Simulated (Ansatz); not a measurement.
**A defect in a wire: Ta wire along [111], 2 atoms a period, Mn in place of one Ta**

Aim: how much does this defect scatter, and at which energies?

Calculated with Ansatz 0.2.0; DFT PBE, plane waves, PAW; relaxation of a wire's period, in the first sound run; inputs show where later runs differ.

Most raw output is cut from this account.

### Step 1. Set-up

The cell holds 2 atoms: 2 Ta. Cell: a = 9.148 Å, b = 8.155 Å, c = 2.875 Å, α = 90.0°, β = 90.0°, γ = 90.0°. Vacuum lies along a and b. The structure's axis is c.

As a file:

```cif
data_structure
_symmetry_space_group_name_H-M 'P 1'
_symmetry_Int_Tables_number 1
_cell_length_a 9.1480
_cell_length_b 8.1550
_cell_length_c 2.8752
_cell_angle_alpha 90.000
_cell_angle_beta 90.000
_cell_angle_gamma 90.000
_cell_volume 214.50
loop_
_atom_site_label
_atom_site_type_symbol
_atom_site_fract_x
_atom_site_fract_y
_atom_site_fract_z
_atom_site_occupancy
Ta1 Ta 0.37167 0.41692 0.00000 1
Ta2 Ta 0.62829 0.58312 0.66667 1
```

### Step 2. The relaxed wire

Band widths follow the bond lengths, so the wire is relaxed first. The atoms and the third cell vector are free; the box across stays fixed as vacuum. A Fermi-Dirac smearing is set since the result may be a metal. The pressure printed is a third of the stress's trace over the whole box, vacuum included; only the stress along the axis is relaxed.

File input.yaml:

```yaml
crystal:
  lattice:
    - [9.148, 0.0, 0.0]
    - [0.0, 8.155, 0.0]
    - [0.0, 0.0, 2.8752043406]
  atoms:
    - { symbol: Ta, position: [0.371665938, 0.416922134, 0.0] }
    - { symbol: Ta, position: [0.628289737, 0.583124994, 0.666666667] }
kpoints:
  mp_grid: { grid: [1, 1, 28] }
scf:
  occupations: { method: fermi_dirac, width: 0.05 }
hamiltonian:
  xc: pbe
relax:
  cell: { fix: [a, b, alpha, beta, gamma] }
  max_steps: 60
```

Command:

```console
$ ansatz run input.yaml --threads 4 --pin off --max-ram 16384MiB --backend cpu --events-out ev --progress --plain --runs-dir out
```

Wall time 10 s (4 threads of Arm Neoverse V1, shared host); peak memory 0.47 GiB.

The steps of the relaxation:

```csv
step,energy less that of the first step (eV),largest force component (eV/Å),pressure (GPa),volume (Å³)
1,0.0000,2.7808,-5.07,214.50
2,-1.3484,1.8849,-2.85,209.44
3,-1.5985,2.3479,1.73,207.23
4,-1.8144,0.5503,-0.34,200.73
5,-1.8854,0.2161,0.16,201.42
6,-1.8729,0.4352,0.08,206.49
7,-1.9030,0.0244,-0.02,203.81
8,-1.9037,0.0302,-0.11,204.30
9,-1.9042,0.0383,-0.02,204.11
10,-1.9043,0.0030,-0.05,204.08
11*,-1.9039,0.0030,-0.05,204.08
```

Relaxation steps marked * repeat the geometry before them on a plane-wave basis chosen anew for their cell, so energy and pressure can jump there. Relaxation step 6 was tried and not accepted.

Forces are held to the 2 operations that the run works with; a distortion that breaks them can't arise in this run.

```csv
cell as run,before,after,change
c (Å),2.875,2.736,-4.9 %
```

The atoms that moved most (Å, along periodic axes as changes of fractional coordinates times the final cell, across vacuum about the mean position):

```csv
atom,dx,dy,dz,length
Ta1,0.356,0.018,0.228,0.423
Ta2,-0.356,-0.018,-0.228,0.423
```

The relaxed structure:

```xyz
2
Lattice="9.1480 0.0000 0.0000 0.0000 8.1550 0.0000 0.0000 0.0000 2.7356" Properties=species:S:1:pos:R:3
Ta    3.7561    3.4183    0.2283
Ta    5.3915    4.7371    1.5954
```

This step gave:

| Quantity | Value |
| --- | --- |
| energy at zero smearing | -19858.1351 eV |
| cell length along the wire | 2.736 Å |

The cell's length comes to 2.736 Å with spin left out.

### Step 3. The wire at its relaxed period

This step: DFT PBE, plane waves, PAW; channels and complex bands of a perfect wire (Ansatz 0.2.0).

At the relaxed period the Bloch states of the perfect wire are found at each energy: those that move forward count the open channels, and those that decay describe how a disturbance dies away inside the wire itself. An energy step of 0.05 eV is too coarse for the program's thermal average, and saves time.

File input.yaml:

```yaml
crystal:
  lattice:
    - [9.148, 0.0, 0.0]
    - [0.0, 8.155, 0.0]
    - [0.0, 0.0, 2.7355995073]
  atoms:
    - { symbol: Ta, position: [0.410594908, 0.419162522, 0.083468346] }
    - { symbol: Ta, position: [0.589360767, 0.580884606, 0.583198321] }
kpoints:
  mp_grid: { grid: [1, 1, 30] }
scf:
  occupations: { method: fermi_dirac, width: 0.05 }
hamiltonian:
  xc: pbe
output:
  transmission:
    e_range: [-1.5, 1.5]
    de: 0.05
    kmesh: [1, 1]
    reduced_basis: true
    leads: [[0, 0]]
basis:
  ecutwfc: "340 eV"
```

The job ended after 19 s (4 threads; peak memory 0.69 GiB; 62 s of CPU time).

Numbers from this step:

- energy at zero smearing: -19858.1233 eV
- channels at the energy nearest the Fermi level, one spin: 3
- band gap: 0 eV

The open channels of the lead, one spin by energy, zero at the Fermi level:

```csv
energy (eV),"open channels of the lead, one spin"
-1.50,5
-1.35,3
-1.20,3
-1.05,4
-0.95,4
-0.80,4
-0.65,4
-0.50,4
-0.35,3
-0.20,3
-0.05,3
0.00,3
0.05,3
0.20,3
0.35,3
0.50,4
0.65,4
0.80,6
0.95,7
1.05,7
1.20,7
1.35,5
1.50,6
```

The slowest values at each energy, most degenerate partners merged, listed up to 1.5 1/Å. Table of Im kz of the slowest decaying states by energy, zero at the Fermi level:

```csv
energy (eV),decay 1 (Å⁻¹),decay 2 (Å⁻¹),decay 3 (Å⁻¹),decay 4 (Å⁻¹)
-1.400,0.157,0.167,0.269,0.696
-1.200,0.141,0.169,0.270,0.655
-1.000,0.163,0.318,0.611,0.675
-0.800,0.149,0.342,0.565,0.624
-0.600,0.123,0.354,0.515,0.567
-0.400,0.0679,0.131,0.356,0.462
-0.200,0.0703,0.268,0.351,0.385
0.000,0.113,0.319,0.336,0.339
0.200,0.121,0.254,0.300,0.320
0.400,0.108,0.133,0.269,0.292
0.600,0.0693,0.222,0.250,0.623
0.800,0.147,0.184,0.556,0.670
1.000,0.219,0.456,0.609,0.800
1.200,0.0463,0.362,0.526,0.769
1.400,0.0231,0.0464,0.369,0.369
```

At the computed energy nearest the Fermi level there are 3 channels a spin.

### Step 4. Relaxation of the scattering region

This step: DFT PBE, plane waves, PAW; relaxation of a junction in a wire, ends held (Ansatz 0.2.0).

System of this step: Ta wire along [111], 2 atoms a period, Mn in place of one Ta. The cell holds 18 atoms: 17 Ta and 1 Mn. Its edges and angles: a = 9.148 Å, b = 8.155 Å, c = 24.620 Å, α = 90.0°, β = 90.0°, γ = 90.0°. Regions: held atoms, 12 atoms (12 Ta); free atoms, 6 atoms (5 Ta and 1 Mn). Vacuum lies along a and b. The structure's axis is c.

6 atoms at the defect are free to relax, while 12 stay where the perfect wire has them, so that the ends still repeat as a lead. The cutoff is set under the files' recommended one to save time.

File input.yaml:

```yaml
crystal:
  lattice:
    - [9.148, 0.0, 0.0]
    - [0.0, 8.155, 0.0]
    - [0.0, 0.0, 24.6203955657]
  atoms:
    - { symbol: Ta, position: [0.410594908, 0.419162522, 0.009274261] }
    - { symbol: Ta, position: [0.589360767, 0.580884606, 0.064799813] }
    - { symbol: Ta, position: [0.410594908, 0.419162522, 0.120385372] }
    - { symbol: Ta, position: [0.589360767, 0.580884606, 0.175910925] }
    - { symbol: Ta, position: [0.410594908, 0.419162522, 0.231496483] }
    - { symbol: Ta, position: [0.589360767, 0.580884606, 0.287022036] }
    - { symbol: Ta, position: [0.410594908, 0.419162522, 0.342607594] }
    - { symbol: Ta, position: [0.589360767, 0.580884606, 0.398133147] }
    - { symbol: Mn, position: [0.410594908, 0.419162522, 0.453718705], spin: 4.0 }
    - { symbol: Ta, position: [0.589360767, 0.580884606, 0.509244258] }
    - { symbol: Ta, position: [0.410594908, 0.419162522, 0.564829816] }
    - { symbol: Ta, position: [0.589360767, 0.580884606, 0.620355369] }
    - { symbol: Ta, position: [0.410594908, 0.419162522, 0.675940927] }
    - { symbol: Ta, position: [0.589360767, 0.580884606, 0.73146648] }
    - { symbol: Ta, position: [0.410594908, 0.419162522, 0.787052038] }
    - { symbol: Ta, position: [0.589360767, 0.580884606, 0.842577591] }
    - { symbol: Ta, position: [0.410594908, 0.419162522, 0.89816315] }
    - { symbol: Ta, position: [0.589360767, 0.580884606, 0.953688702] }
magnetization:
  spin_polarized: true
kpoints:
  mp_grid: { grid: [1, 1, 1] }
scf:
  occupations: { method: fermi_dirac, width: 0.1 }
hamiltonian:
  xc: pbe
relax:
  constraints: [{ sites: [0, 1, 2, 3, 4, 5, 12, 13, 14, 15, 16, 17] }]
  f_tol: 0.07
  max_steps: 30
basis:
  ecutwfc: "340 eV"
```

Elapsed: 37 s, on 4 threads; peak memory 1.5 GiB.

Step by step:

```csv
step,energy less that of the first step (eV),largest force component (eV/Å)
1,0.0000,0.3783
2,-0.0213,0.3652
3,-0.0363,0.0514
4,-0.0363,0.0518
```

The atoms that moved most (Å):

```csv
atom,dx,dy,dz,length
Ta10,-0.085,-0.069,-0.010,0.110
Ta8,-0.075,-0.063,-0.008,0.098
Mn9,-0.073,-0.058,-0.011,0.094
Ta11,-0.043,-0.039,-0.013,0.060
Ta12,-0.016,-0.008,-0.039,0.043
Ta7,-0.027,-0.028,-0.003,0.039
```

Final coordinates:

```cif
data_structure
_symmetry_space_group_name_H-M 'P 1'
_symmetry_Int_Tables_number 1
_cell_length_a 9.1480
_cell_length_b 8.1550
_cell_length_c 24.6204
_cell_angle_alpha 90.000
_cell_angle_beta 90.000
_cell_angle_gamma 90.000
_cell_volume 1836.73
loop_
_atom_site_label
_atom_site_type_symbol
_atom_site_fract_x
_atom_site_fract_y
_atom_site_fract_z
_atom_site_occupancy
Ta1 Ta 0.41059 0.41916 0.00927 1
Ta2 Ta 0.58936 0.58088 0.06480 1
Ta3 Ta 0.41059 0.41916 0.12039 1
Ta4 Ta 0.58936 0.58088 0.17591 1
Ta5 Ta 0.41059 0.41916 0.23150 1
Ta6 Ta 0.58936 0.58088 0.28702 1
Ta7 Ta 0.40763 0.41576 0.34249 1
Ta8 Ta 0.58119 0.57311 0.39780 1
Mn9 Mn 0.40266 0.41200 0.45327 1
Ta10 Ta 0.58010 0.57239 0.50882 1
Ta11 Ta 0.40585 0.41439 0.56430 1
Ta12 Ta 0.58757 0.57993 0.61878 1
Ta13 Ta 0.41059 0.41916 0.67594 1
Ta14 Ta 0.58936 0.58088 0.73147 1
Ta15 Ta 0.41059 0.41916 0.78705 1
Ta16 Ta 0.58936 0.58088 0.84258 1
Ta17 Ta 0.41059 0.41916 0.89816 1
Ta18 Ta 0.58936 0.58088 0.95369 1
```

This step gave:

- energy at zero smearing: -172690.0099 eV
- total moment: 2.262 μB
- absolute moment: 6.061 μB

Site moment by atom:

```csv
atom,site moment (μB)
Ta1,-0.01
Ta2,-0.02
Ta3,0.01
Ta4,-0.06
Ta5,-0.01
Ta6,0.06
Ta7,-0.02
Ta8,-0.26
Mn9,3.17
Ta10,-0.27
Ta11,-0.02
Ta12,0.06
Ta13,-0.01
Ta14,-0.06
Ta15,0.01
Ta16,-0.02
Ta17,-0.01
Ta18,-0.01
```

The largest force component on a free atom ends at 0.052 eV/Å, under the limit of 0.07. Mn ends nearest to Ta at 2.49 Å, Ta at 2.50 Å, Ta at 2.73 Å and Ta at 2.73 Å; its sphere holds +3.17 μB.

### Step 5. Transmission between the leads

This step: DFT PBE, plane waves, PAW; transmission of a junction in a wire (Ansatz 0.2.0).

The cell is now read as a scatterer between two semi-infinite leads, named by two sites one period apart. The scattering states in its self-consistent potential are matched to the leads' states at each energy. One point across is taken, as for a wire in vacuum.

File input.yaml:

```yaml
crystal:
  lattice:
    - [9.148, 0.0, 0.0]
    - [0.0, 8.155, 0.0]
    - [0.0, 0.0, 24.6203955657]
  atoms:
    - { symbol: Ta, position: [0.410594908, 0.419162522, 0.009274261] }
    - { symbol: Ta, position: [0.589360767, 0.580884606, 0.064799813] }
    - { symbol: Ta, position: [0.410594908, 0.419162522, 0.120385372] }
    - { symbol: Ta, position: [0.589360767, 0.580884606, 0.175910925] }
    - { symbol: Ta, position: [0.410594908, 0.419162522, 0.231496483] }
    - { symbol: Ta, position: [0.589360767, 0.580884606, 0.287022036] }
    - { symbol: Ta, position: [0.4076291713, 0.4157620562, 0.34248517] }
    - { symbol: Ta, position: [0.5811942466, 0.5731059476, 0.3977960203], spin: -0.26 }
    - { symbol: Mn, position: [0.4026582646, 0.4119976408, 0.4532698472], spin: 3.17 }
    - { symbol: Ta, position: [0.5801037418, 0.5723887505, 0.5088239862], spin: -0.27 }
    - { symbol: Ta, position: [0.4058543124, 0.4143921088, 0.5643014656] }
    - { symbol: Ta, position: [0.5875709551, 0.5799269705, 0.6187771742], spin: 0.06 }
    - { symbol: Ta, position: [0.410594908, 0.419162522, 0.675940927] }
    - { symbol: Ta, position: [0.589360767, 0.580884606, 0.73146648] }
    - { symbol: Ta, position: [0.410594908, 0.419162522, 0.787052038] }
    - { symbol: Ta, position: [0.589360767, 0.580884606, 0.842577591] }
    - { symbol: Ta, position: [0.410594908, 0.419162522, 0.89816315] }
    - { symbol: Ta, position: [0.589360767, 0.580884606, 0.953688702] }
magnetization:
  spin_polarized: true
kpoints:
  mp_grid: { grid: [1, 1, 4] }
scf:
  occupations: { method: fermi_dirac, width: 0.05 }
hamiltonian:
  xc: pbe
output:
  transmission:
    e_range: [-1.5, 1.5]
    de: 0.05
    kmesh: [1, 1]
    reduced_basis: true
    leads: [[16, 0]]
  dos: { projected: true, e_range: [-4, 3] }
  write_potential: true
  write_density: true
  volumetric_format: npy
  elf: true
basis:
  ecutwfc: "340 eV"
```

Run time: 6.5 min. Hardware: 4 threads; peak memory 3.5 GiB; 22 min of CPU time.

This step gave:

```yaml
energy_at_zero_smearing: -172689.8456 eV
total_moment: 2.046 μB
absolute_moment: 6.401 μB
transmission_at_the_energy_nearest_the_fermi_level_spin_up: 1.483
transmission_at_the_energy_nearest_the_fermi_level_spin_down: 2.810
channels_at_the_energy_nearest_the_fermi_level_spin_up: 3
channels_at_the_energy_nearest_the_fermi_level_spin_down: 3
step_of_the_lead_s_hamiltonian: 22 meV
```

Table of transmission by energy, zero at the Fermi level:

```csv
energy (eV),spin up,spin down
-1.50,2.58,1.96
-1.35,2.38,2.80
-1.20,2.19,2.47
-1.05,2.09,3.44
-0.95,2.09,3.53
-0.80,2.14,3.61
-0.65,2.34,3.50
-0.50,2.32,2.89
-0.45,2.55,2.80
-0.35,1.28,0.454
-0.20,1.53,2.66
-0.05,1.41,2.79
0.00,1.48,2.81
0.05,1.55,2.83
0.20,1.24,2.87
0.35,1.83,2.90
0.50,2.21,3.12
0.60,2.40,3.30
0.65,1.89,1.79
0.80,3.96,4.72
0.95,4.19,6.55
1.05,3.60,4.81
1.20,2.69,3.40
1.25,3.82,4.24
1.35,3.35,4.24
1.50,4.14,6.06
```

Table of open channels of the lead by energy, zero at the Fermi level:

```csv
energy (eV),spin up,spin down
-1.50,3,3
-1.40,3,3
-1.35,3,3
-1.25,3,3
-1.20,3,3
-1.10,4,4
-1.00,4,4
-0.95,4,4
-0.85,4,4
-0.75,4,4
-0.70,4,4
-0.60,4,4
-0.55,4,4
-0.45,3,3
-0.35,3,1
-0.30,3,3
-0.20,3,3
-0.10,3,3
-0.05,3,3
0.00,3,3
0.05,3,3
0.10,3,3
0.20,3,3
0.30,3,3
0.35,3,3
0.45,4,4
0.55,4,4
0.60,4,4
0.70,6,6
0.75,6,6
0.85,5,5
0.95,9,9
1.00,7,7
1.10,7,7
1.20,6,5
1.25,5,5
1.35,5,5
1.40,6,6
1.50,8,8
```

Projected DOS an atom over height of the atomic layer and energy from the Fermi level.  broadened by a Gaussian of 0.15 eV, since few k-points sample the long cell.

Values in states/eV, 12 rows by 16 columns, each cell a mean:
```
1.66 1.76 1.75 1.84 1.76 1.64 1.51 1.72 1.50 1.65 1.72 1.87 1.79 1.75 1.66 1.60
2.52 2.51 2.43 2.34 2.45 2.29 2.47 2.17 2.53 2.31 2.47 2.38 2.41 2.54 2.53 2.62
1.02 0.97 1.02 1.02 0.94 1.09 1.32 0.95 1.34 1.09 0.93 0.97 1.01 0.95 1.01 0.90
0.82 0.85 0.86 0.87 0.82 0.90 1.27 0.98 1.30 0.91 0.82 0.87 0.87 0.84 0.83 0.83
1.29 1.26 1.25 1.24 1.33 1.48 1.69 1.29 1.69 1.50 1.37 1.27 1.26 1.26 1.28 1.35
1.21 1.21 1.27 1.25 1.20 1.32 1.39 1.16 1.39 1.35 1.20 1.25 1.27 1.22 1.22 1.19
1.93 1.91 1.83 1.88 1.98 2.00 1.69 1.16 1.60 2.02 2.05 1.99 1.87 1.91 1.92 1.93
1.74 1.77 1.77 1.71 1.71 1.57 1.44 1.96 1.44 1.53 1.67 1.64 1.73 1.76 1.74 1.69
1.42 1.44 1.50 1.57 1.50 1.32 1.22 3.68 1.24 1.32 1.47 1.57 1.53 1.48 1.45 1.42
0.85 0.81 0.79 0.77 0.75 0.76 0.86 2.23 0.88 0.74 0.72 0.71 0.74 0.78 0.83 0.89
0.29 0.29 0.30 0.30 0.31 0.37 0.39 0.71 0.40 0.38 0.31 0.30 0.30 0.30 0.30 0.29
0.34 0.35 0.39 0.44 0.43 0.46 0.42 0.50 0.41 0.47 0.44 0.47 0.41 0.36 0.34 0.27
```
Columns: height of the atomic layer (Å) from 0.228 to 23.5; rows upwards: energy from the Fermi level (eV) from -3.98 to 1.47.

Site moment by atom:

```csv
atom,site moment (μB)
Ta1,-0.02
Ta2,-0.01
Ta3,0.02
Ta4,-0.07
Ta5,-0.02
Ta6,0.08
Ta7,-0.05
Ta8,-0.30
Mn9,3.15
Ta10,-0.30
Ta11,-0.05
Ta12,0.09
Ta13,-0.03
Ta14,-0.07
Ta15,0.02
Ta16,-0.01
Ta17,-0.02
Ta18,0.01
```

Spin density in the ca plane at fractional y = 0.412, with atoms of Ta and Mn within 0.2 Å of it.

Ten even steps from '0' (0.0 e/Å³) to '9' (4.6 e/Å³), each cell a mean:
```
00000000000000000000000000000000000000000000
00000000000000000000000000000000000000000000
00000000000000000000000000000000000000000000
00000000000000000000000000000000000000000000
00000000000000000000000000000000000000000000
00000000000000000000000000000000000000000000
00000000000000000000000000000000000000000000
00000000000000000000000000000000000000000000
00000000000000000000000000000000000000000000
00000000000000000000000000000000000000000000
00000000000000000000000000000000000000000000
00000000000000000000000000000000000000000000
00000000000000000000000120000000000000000000
00000000000000000000001693000000000000000000
00000000000000000000001693000000000000000000
00000000000000000000000221000000000000000000
00000000000000000000000000000000000000000000
00000000000000000000000000000000000000000000
00000000000000000000000000000000000000000000
00000000000000000000000000000000000000000000
00000000000000000000000000000000000000000000
00000000000000000000000000000000000000000000
00000000000000000000000000000000000000000000
00000000000000000000000000000000000000000000
```
Columns run along c (16.0 Å, from fractional 0.10 to 0.75 of the cell), rows up along a (9.1 Å). Atoms in or near the plane, at fractional coordinates: Ta at (0.12, 0.41), Ta at (0.23, 0.41), Ta at (0.34, 0.41), Mn at (0.45, 0.40), Ta at (0.56, 0.41), Ta at (0.68, 0.41).

[end of part 1 of 2]

[Logs are printed without paths, hosts, clocks, repeated set-up lines and the standing remarks that a program may print on its own settings, such as how far it seeks lower states.]

[Hosts, paths, dates, database ids (printed as entryN), source tags and the programs' standing remarks are cut or masked in the printed files.]
